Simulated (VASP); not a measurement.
# Si (P6/mmm) in VASP: convergence with k mesh

Aim: find how far k mesh must go before the results for Si settle, at PBE. This setting moves, with any that are tied to it; all else stays.

Program: VASP 6.6.1. These are calculated values, not measurements. Logs are shortened: lines on timing, memory, paths and dates and some standing lists are left out, and cuts for length are marked.

## Step 1: The structure

The structure is hexagonal, space group P6/mmm (No. 191). Conventional cell: a = 4.121 Å, b = 4.121 Å, c = 2.655 Å, α = 90.00°, β = 90.00°, γ = 120.00°. Si (site symmetry -6m2) is surrounded by 5 Si at 2.38 to 2.65 Å.

The cell was built by a generator and needn't be a form met in nature.

## Step 2: With k mesh 2 × 2 × 2

File INCAR:

```
SYSTEM = Si
ALGO     = Normal         ! electronic algorithm
EDIFF    = 1E-7           ! SCF threshold, eV
ENCUT    = 520            ! plane-wave cutoff, eV
GGA      = PE             ! functional
ISIF     = 2              ! what is computed and relaxed
ISMEAR   = 0              ! smearing method
LASPH    = .TRUE.         ! aspherical terms in the spheres
LCHARG   = .FALSE.        ! write CHGCAR
LREAL    = .FALSE.        ! projectors in reciprocal space
LWAVE    = .FALSE.        ! write WAVECAR
NELM     = 100            ! most SCF steps
PREC     = Accurate       ! precision mode
SIGMA    = 0.02           ! smearing width, eV
```

File KPOINTS:

```
k-points
0
G
  2 2 2
  0 0 0
```

File POSCAR:

```
Si
1.0
    4.1209500000      0.0000000000      0.0000000000
   -2.0604700000      3.5688500000      0.0000000000
    0.0000000000      0.0000000000      2.6547900000
Si
2
Direct
    0.3333300000      0.6666700000      0.5000000000
    0.6666700000      0.3333300000      0.5000000000
```

Potentials or basis: VASP PAW PBE potentials, release 64 (Si).

Launch:

```
> cat potpaw_PBE.64/Si/POTCAR > POTCAR
> mpirun -np 1 vasp_std > vasp.out
```

OUTCAR:

```text
SYSTEM = Si
   EDIFF = 1E-7
   ENCUT = 520
   GGA = PE
   ISIF = 2
   ISMEAR = 0
   LASPH = .TRUE.
   LREAL = .FALSE.
   NELM = 100
   PREC = Accurate

 Found      6 irreducible k-points:

 Following reciprocal coordinates:
            Coordinates               Weight
  0.000000  0.000000  0.000000      1.000000
  0.500000  0.000000  0.000000      2.000000
  0.500000  0.500000  0.000000      1.000000
  0.000000  0.000000  0.500000      1.000000
  0.500000  0.000000  0.500000      2.000000
  0.500000  0.500000  0.500000      1.000000
   k-points           NKPTS =      6   k-points in BZ     NKDIM =      6   number of bands    NBANDS=      8
   number of dos      NEDOS =    301   number of ions     NIONS =      2
   total plane-waves  NPLWV =  20480
   dimension x,y,z NGX =    32 NGY =   32 NGZ =   20
   dimension x,y,z NGXF=    64 NGYF=   64 NGZF=   40
   ions per type =               2
   NGX,Y,Z   is equivalent  to a cutoff of  12.91, 12.91, 12.52 a.u.
   NGXF,Y,Z  is equivalent  to a cutoff of  25.82, 25.82, 25.05 a.u.
 SYSTEM =  Si
   PREC   = accura    normal or accurate (medium, high low for compatibility)
   ISTART =      0    job   : 0-new  1-cont  2-samecut
   ICHARG =      2    charge: 1-file 2-atom 10-const
   ISPIN  =      1    spin polarized calculation?
   LNONCOLLINEAR =      F non collinear calculations
   LSORBIT =      F    spin-orbit coupling
   LASPH  =      T    aspherical Exc in radial PAW
   ENCUT  =  520.0 eV  38.22 Ry    6.18 a.u.   7.66  7.66  4.94*2*pi/ulx,y,z
   NELM   =    100;   NELMIN=  2; NELMDL= -5     # of ELM steps
   EDIFF  = 0.1E-06   stopping-criterion for ELM
   LREAL  =      F    real-space projection
   EDIFFG = 0.1E-05   stopping-criterion for IOM
   NSW    =      0    number of steps for IOM
   IBRION =     -1    ionic relax: 0-MD 1-quasi-New 2-CG
   NFREE  =      0    steps in history (QN), initial steepest desc. (CG)
   ISIF   =      2    stress and relaxation
   ISYM   =      2    0-nonsym 1-usesym 2-fastsym
   POTIM  = 0.5000    time-step for ionic-motion
   TEBEG  =    0.0;   TEEND  =   0.0 temperature during run
   PSTRESS=    0.0 pullay stress
   NELECT =       8.0000    total number of electrons
   NUPDOWN=      -1.0000    fix difference up-down
   EMIN   =  10.00;   EMAX   =-10.00  energy-range for DOS
   EFERMI =   0.00;   METHOD = LEGACY
   ISMEAR =     0;   SIGMA  =   0.02  broadening in eV -4-tet -1-fermi 0-gaus
   EFERMI_NEDOS =   21; number of points for ismear=-14 and -15
   IALGO  =     38    algorithm
   IMIX   =      4    mixing-type and parameters
     AMIX     =   0.40;   BMIX     =  1.00
     AMIX_MAG =   1.60;   BMIX_MAG =  1.00
  volume/ion in A,a.u.               =      19.52       131.74
  Fermi-wavevector in a.u.,A,eV,Ry     =   0.965131  1.823833 12.673523  0.931478
  Thomas-Fermi vector in A             =   2.094821
   LORBIT       =      0    0 simple, 1 ext, 2 COOP (PROOUT), +10 PAW based schemes
   GGA     = PE    functional components
   LHFCALC =     F    Hartree Fock is set to
   AEXX    =    0.0000 exact exchange contribution
   IVDW    =     0    specifies the selected vdW correction
   LEPSILON=     F    determine dielectric tensor
   LRPA    =     F    only Hartree local field effects (RPA)
 non-spin polarized calculation
 Gauss-broadening in eV      SIGMA  =   0.02
  energy-cutoff  :      520.00
  volume of cell :       39.04
 maximum number of plane-waves:      1102
 NGX is ok and might be reduce to    32
   NGX = 15   NGY = 15   NGZ =  9

 number of electron       8.0000000 magnetization

 Free energy of the ion-electron system (eV)
  ---------------------------------------------------
  ext. energy  EPLUGINS =         0.00000000
  ---------------------------------------------------
  free energy    TOTEN  =       -10.92050320 eV

  energy without entropy =      -10.91529857  energy(sigma->0) =      -10.91790088

 E-fermi :   4.8430     XC(G=0):  -9.6455

 val. band max:        4.8317897401   @ k =   0.5000   0.0000   0.5000
 cond. band min:       5.8468140682   @ k =   0.0000   0.0000   0.5000
 fundamental gap:      1.0150243281
 Fermi energy:         4.8429840148

 k-point     1 :       0.0000    0.0000    0.0000
  band No.  band energies     occupation
      1      -6.2015      2.00000
      2       3.1996      2.00000
      3       3.1998      2.00000
      4       3.4260      2.00000
      5       7.3666      0.00000
      6       7.3668      0.00000
      7      11.6987      0.00000
      8      12.5075      0.00000

 k-point     2 :       0.5000    0.0000    0.0000
  band No.  band energies     occupation
      1      -4.3718      2.00000
      2      -2.6830      2.00000
      3       2.0313      2.00000
      4       4.8263      1.76058
      5      12.3011      0.00000
      6      13.1238      0.00000
      7      13.2402      0.00000
      8      13.9479      0.00000

 k-point     3 :       0.5000    0.5000    0.0000
  band No.  band energies     occupation
      1      -4.3718      2.00000
      2      -2.6830      2.00000
      3       2.0313      2.00000
      4       4.8263      1.76217
      5      12.3009      0.00000
      6      13.1240      0.00000
      7      13.2402      0.00000
      8      13.9479      0.00000

 k-point     4 :       0.0000    0.0000    0.5000
  band No.  band energies     occupation
      1      -2.3707      2.00000
      2       0.3161      2.00000
      3       5.8468      0.00000
      4       5.8470      0.00000
      5       7.4416      0.00000
      6       9.2385      0.00000
      7      10.3712      0.00000
      8      10.3714      0.00000

 k-point     5 :       0.5000    0.0000    0.5000
  band No.  band energies     occupation
      1      -0.5287      2.00000
      2       1.0547      2.00000
      3       1.9629      2.00000
      4       3.6120      2.00000
      5       4.8318      1.57138
      6       8.9724      0.00000
      7      10.0856      0.00000
      8      11.2231      0.00000

 k-point     6 :       0.5000    0.5000    0.5000
  band No.  band energies     occupation
      1      -0.5287      2.00000
      2       1.0547      2.00000
      3       1.9628      2.00000
      4       3.6121      2.00000
      5       4.8317      1.57390
      6       8.9724      0.00000
      7      10.0856      0.00000
      8      11.2230      0.00000

------------------------ aborting loop because EDIFF is reached ----------------------------------------

  FORCE on cell =-STRESS in cart. coord.  units (eV):
  Direction    XX          YY          ZZ          XY          YZ          ZX
  --------------------------------------------------------------------------------------
  -------------------------------------------------------------------------------------
  Total        1.0951491      1.0978809     -4.6496398      0.0023660      0.0000000      0.0000000
  in kB       44.9394789     45.0515784   -190.7981165      0.0970873      0.0000000      0.0000000
  external PRESSURE =     -33.6023531 kB  Pullay stress =       0.0000000 kB

 VOLUME and BASIS-vectors are now :
 -----------------------------------------------------------------------------
  energy-cutoff  :      520.00
  volume of cell :       39.04
      direct lattice vectors                 reciprocal lattice vectors
     4.120950000  0.000000000  0.000000000     0.242662493  0.140100813  0.000000000
    -2.060470000  3.568850000  0.000000000     0.000000000  0.280202306  0.000000000
     0.000000000  0.000000000  2.654790000     0.000000000  0.000000000  0.376677628

 POSITION                                       TOTAL-FORCE (eV/Angst)
 -----------------------------------------------------------------------------------
     -0.00002      2.37925      1.32740        -0.000559      0.000323      0.000000
      2.06050      1.18960      1.32740         0.000559     -0.000323      0.000000
 -----------------------------------------------------------------------------------
    total drift:                                0.000000     -0.000000     -0.000000

  FREE ENERGIE OF THE ION-ELECTRON SYSTEM (eV)
  ---------------------------------------------------
  free  energy   TOTEN  =       -10.9205031982 eV

  energy  without entropy=      -10.9152985704  energy(sigma->0) =      -10.91790088
```

OSZICAR:

```text
N       E                     dE             d eps       ncg     rms          rms(c)
DAV:   1     0.601573318175E+01    0.60157E+01   -0.33511E+03    96   0.797E+02
DAV:   2    -0.108197010863E+02   -0.16835E+02   -0.16585E+02   152   0.809E+01
DAV:   3    -0.110069582749E+02   -0.18726E+00   -0.18672E+00   120   0.105E+01
DAV:   4    -0.110080364240E+02   -0.10781E-02   -0.10781E-02   144   0.891E-01
DAV:   5    -0.110080479046E+02   -0.11481E-04   -0.11480E-04   112   0.714E-02    0.407E+00
DAV:   6    -0.109485124898E+02    0.59535E-01   -0.26589E-02   112   0.883E-01    0.243E+00
DAV:   7    -0.109309274797E+02    0.17585E-01   -0.59615E-02    96   0.139E+00    0.558E-01
DAV:   8    -0.109300325751E+02    0.89490E-03   -0.88940E-04   128   0.245E-01    0.537E-01
DAV:   9    -0.109305908859E+02   -0.55831E-03   -0.19978E-05   152   0.275E-02    0.554E-01
DAV:  10    -0.109237226470E+02    0.68682E-02   -0.22784E-02    96   0.856E-01    0.521E-01
DAV:  11    -0.109210821351E+02    0.26405E-02   -0.10054E-03   112   0.237E-01    0.258E-01
DAV:  12    -0.109205000213E+02    0.58211E-03   -0.38564E-04   128   0.120E-01    0.656E-02
DAV:  13    -0.109205533916E+02   -0.53370E-04   -0.61422E-05   128   0.485E-02    0.671E-02
DAV:  14    -0.109205068518E+02    0.46540E-04   -0.20189E-05   128   0.280E-02    0.315E-02
DAV:  15    -0.109205048948E+02    0.19571E-05   -0.66272E-07   128   0.578E-03    0.179E-02
DAV:  16    -0.109205041351E+02    0.75970E-06   -0.25535E-07   120   0.355E-03    0.821E-03
DAV:  17    -0.109205032455E+02    0.88957E-06   -0.39683E-07   128   0.373E-03    0.182E-03
DAV:  18    -0.109205031982E+02    0.47254E-07   -0.10520E-08    88   0.765E-04
   1 F= -.10920503E+02 E0= -.10917901E+02  d E =-.520463E-02
```

It took 4.8 s on 1 thread of Intel Xeon Platinum 8175M at 2.50GHz (Skylake/Cascade Lake), shared host; peak memory 0.14 GiB.

What came out:

```
Free energy            : -10.9205 eV
Pressure               : -3.4 GPa
Band gap on the k mesh : none (metal or under the smearing width)
```

## Step 3: With k mesh 3 × 3 × 3

INCAR is that of step 2.

File KPOINTS:

```
k-points
0
G
  3 3 3
  0 0 0
```

POSCAR is that of step 2.

Potentials or basis: VASP PAW PBE potentials, release 64 (Si).

Launch:

```
> cat potpaw_PBE.64/Si/POTCAR > POTCAR
> mpirun -np 1 vasp_std > vasp.out
```

Wall time 4.4 s (1 thread of Intel Xeon Platinum 8175M at 2.50GHz (Skylake/Cascade Lake), shared host); peak memory 0.14 GiB.

Results:

```
Free energy            : -9.8503 eV
Pressure               : -1.5 GPa
Band gap on the k mesh : none (metal or under the smearing width)
```

## Step 4: With k mesh 3 × 3 × 4

INCAR is that of step 3.

File KPOINTS:

```
k-points
0
G
  3 3 4
  0 0 0
```

POSCAR is that of step 3.

Launch:

```
> cat potpaw_PBE.64/Si/POTCAR > POTCAR
> mpirun -np 1 vasp_std > vasp.out
```

Wall time 7.5 s (1 thread of Intel Xeon Platinum 8175M at 2.50GHz (Skylake/Cascade Lake), shared host); peak memory 0.14 GiB.

Results:

| Property | Result |
| --- | --- |
| Free energy | -9.8704 eV |
| Pressure | -0.5 GPa |
| Band gap on the k mesh | none (metal or under the smearing width) |

## Step 5: With k mesh 4 × 4 × 6

INCAR is that of step 4.

File KPOINTS:

```
k-points
0
G
  4 4 6
  0 0 0
```

POSCAR is that of step 4.

Launch:

```
> cat potpaw_PBE.64/Si/POTCAR > POTCAR
> mpirun -np 1 vasp_std > vasp.out
```

Wall time 7 s (1 thread of Intel Xeon Platinum 8175M at 2.50GHz (Skylake/Cascade Lake), shared host); peak memory 0.14 GiB.

What came out:

| Item | Value |
| --- | --- |
| Free energy | -10.2095 eV |
| Pressure | -0.5 GPa |
| Band gap on the k mesh | none (metal or under the smearing width) |

## Step 6: With k mesh 6 × 6 × 7

INCAR is that of step 5.

File KPOINTS:

```
k-points
0
G
  6 6 7
  0 0 0
```

POSCAR is that of step 5.

Potentials or basis: VASP PAW PBE potentials, release 64 (Si).

Launch:

```
> cat potpaw_PBE.64/Si/POTCAR > POTCAR
> mpirun -np 1 vasp_std > vasp.out
```

It took 14 s on 1 thread of Intel Xeon Platinum 8175M at 2.50GHz (Skylake/Cascade Lake), shared host; peak memory 0.15 GiB.

What came out:

```yaml
Free_energy: -10.1116 eV
Pressure: -0.3 GPa
Band_gap_on_the_k_mesh: none (metal or under the smearing width)
```

## Step 7: With k mesh 7 × 7 × 9

INCAR is that of step 6.

File KPOINTS:

```
k-points
0
G
  7 7 9
  0 0 0
```

POSCAR is that of step 6.

Launch:

```
> cat potpaw_PBE.64/Si/POTCAR > POTCAR
> mpirun -np 1 vasp_std > vasp.out
```

It took 16 s on 1 thread of Intel Xeon Platinum 8175M at 2.50GHz (Skylake/Cascade Lake), shared host; peak memory 0.16 GiB.

Results:

```
Free energy            : -10.0529 eV
Pressure               : 0.1 GPa
Band gap on the k mesh : none (metal or under the smearing width)
```

## Step 8: With k mesh 9 × 9 × 11

INCAR is that of step 7.

File KPOINTS:

```
k-points
0
G
  9 9 11
  0 0 0
```

POSCAR is that of step 7.

Launch:

```
> cat potpaw_PBE.64/Si/POTCAR > POTCAR
> mpirun -np 1 vasp_std > vasp.out
```

It took 31 s on 1 thread of Intel Xeon Platinum 8175M at 2.50GHz (Skylake/Cascade Lake), shared host; peak memory 0.17 GiB.

What came out:

- Free energy: -10.0602 eV
- Pressure: 0.0 GPa
- Band gap on the k mesh: none (metal or under the smearing width)

## Step 9: With k mesh 10 × 10 × 14

INCAR is that of step 8.

File KPOINTS:

```
k-points
0
G
  10 10 14
  0 0 0
```

POSCAR is that of step 8.

Potentials or basis: VASP PAW PBE potentials, release 64 (Si).

Launch:

```
> cat potpaw_PBE.64/Si/POTCAR > POTCAR
> mpirun -np 1 vasp_std > vasp.out
```

Wall time 44 s (1 thread of Intel Xeon Platinum 8175M at 2.50GHz (Skylake/Cascade Lake), shared host); peak memory 0.19 GiB.

Results:

| Item | Value |
| --- | --- |
| Free energy | -10.0729 eV |
| Pressure | 0.0 GPa |
| Band gap on the k mesh | none (metal or under the smearing width) |

## Step 10: With k mesh 12 × 12 × 16

INCAR is that of step 9.

File KPOINTS:

```
k-points
0
G
  12 12 16
  0 0 0
```

POSCAR is that of step 9.

Launch:

```
> cat potpaw_PBE.64/Si/POTCAR > POTCAR
> mpirun -np 1 vasp_std > vasp.out
```

Run time: 66 s. Hardware: 1 thread of Intel Xeon Platinum 8175M at 2.50GHz (Skylake/Cascade Lake), shared host; peak memory 0.23 GiB.

The run converged. Its results:

- Free energy: -10.0797 eV
- Pressure: -0.1 GPa
- Band gap on the k mesh: none (metal or under the smearing width)

## Step 11: The series at a glance

```
      k mesh  energy less the tightest run, at zero smearing (meV/atom)  pressure (GPa)  SCF cycles  CPU time (s)  peak memory (GiB)
   2 × 2 × 2                                                    -419.14           -3.36          18           4.4               0.14
   3 × 3 × 3                                                     115.32           -1.54          14           3.9               0.14
   3 × 3 × 4                                                     105.20           -0.50          20             7               0.14
   4 × 4 × 6                                                     -64.76           -0.53          12           6.6               0.14
   6 × 6 × 7                                                     -15.91           -0.30          13            13               0.15
   7 × 7 × 9                                                      13.43            0.07          13            16               0.16
  9 × 9 × 11                                                       9.77            0.01          13            31               0.17
10 × 10 × 14                                                       3.42            0.04          13            44               0.19
12 × 12 × 16                                                       0.00           -0.06          13            66               0.23
```

Against the tightest run, the pressure stays within 0.1 GPa from 9 × 9 × 11 on. Not settled before the last step: the energy (to 1 meV/atom). Meshes of other sizes hit other points, so gaps and Fermi surfaces needn't settle smoothly. The tightest run that finished is the yardstick and may itself not be fully converged.
